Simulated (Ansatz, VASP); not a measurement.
Two plane-wave programs on Ti

```
Ti
1.0
    -1.60518    1.60518    1.60518
     1.60518   -1.60518    1.60518
     1.60518    1.60518   -1.60518
Ti
1
Direct
  0.00000 0.00000 0.00000
```

Alike in both runs: task relaxation of cell and atoms; functional PBEsol; k mesh 18 × 18 × 18; occupations gaussian, width 0.1 eV; no spin polarisation.

|  | VASP | Ansatz |
| --- | --- | --- |
| version | VASP 6.6.1 | Ansatz 0.2.0 |
| potentials or method | VASP PAW PBE potentials, release 64 (Ti_sv) | scalar-relativistic, plane waves, PAW |
| plane-wave cutoff (eV) | 600 | 420 |
| valence electrons in the cell | 12 | 12 |

```csv
,VASP,Ansatz,Ansatz less VASP
"gap on the k mesh at the Fermi level, each at its own relaxed structure (eV)",none,none,-
relaxed volume (Å³/atom),16.50,16.54,+0.047
relaxed cell length with the largest relative difference (Å),2.778,2.780,+0.0026
```

A gap of «none» marks a metal or a gap that the smearing closes.

Caveats: the PAW data sets were made with another functional, which shifts forces and pressure a little (VASP).
